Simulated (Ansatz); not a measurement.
# Bi2Te3: the cost of one run

Program: Ansatz 0.2.0. Level of theory: DFT PBE, scalar-relativistic, plane waves, PAW. These are calculated values, not measurements.

## Step 1: Starting point

Symmetry: R3m, No. 160, trigonal system. The conventional cell has a = 4.417 Å, b = 4.417 Å, c = 29.840 Å, α = 90.00°, β = 90.00°, γ = 120.00°. Bi (site symmetry 3m) is surrounded by 3 Te at 3.03 Å and 3 Bi at 3.43 Å. Bi (site symmetry 3m) is surrounded by 3 Te at 3.27 Å and 3 Bi at 3.43 Å. Te (site symmetry 3m) is surrounded by 6 Te at 3.04 to 3.45 Å. Around Te (site symmetry 3m) lie 3 Bi at 3.03 Å and 3 Te at 3.45 Å. Te (site symmetry 3m) has 3 Te at 3.04 Å and 3 Bi at 3.27 Å as nearest neighbours.

Structure file:

```xyz
5
Lattice="2.2085 1.2751 9.9467 -2.2085 1.2751 9.9467 0.0000 -2.5502 9.9467" Properties=species:S:1:pos:R:3 pbc="T T T"
Bi    0.0000    0.0000   24.2301
Bi    0.0000    0.0000   11.9957
Te    0.0000    0.0000   18.2322
Te    0.0000    0.0000    5.9680
Te    0.0000    0.0000    0.0000
```

The start is a polymorph listed in a database, not an invented cell.

## Step 2: A first look at the guess

The input, input.yaml:

```yaml
crystal:
  lattice:
    - [2.20850129, 1.27507882, 9.94666958]
    - [-2.20850129, 1.27507882, 9.94666958]
    - [0.0, -2.55015763, 9.94666958]
  atoms:
    - { symbol: Bi, position: [0.81199998, 0.81199998, 0.81199998] }
    - { symbol: Bi, position: [0.40200001, 0.40200001, 0.40200001] }
    - { symbol: Te, position: [0.611, 0.611, 0.611] }
    - { symbol: Te, position: [0.2, 0.2, 0.2] }
    - { symbol: Te, position: [0.0, 0.0, 0.0] }
basis:
  ecutwfc: 420
kpoints:
  mp_grid: { grid: [6, 6, 6] }
hamiltonian:
  xc: pbe
scf:
  occupations: { method: gaussian, width: 0.1 }
  lower_state_search: "off"
output:
  forces: true
  stress: true
  eigenvalues: true
```

The run is started by

```console
$ ansatz run input.yaml --threads 1 --pin off --max-ram 2560MiB --backend cpu --events-out ev --progress --plain --runs-dir out
```

Q: Estimate wall time and peak memory on 1 thread of Arm Neoverse V2, shared host.

About 20 s, with a peak of 0.46 GiB.
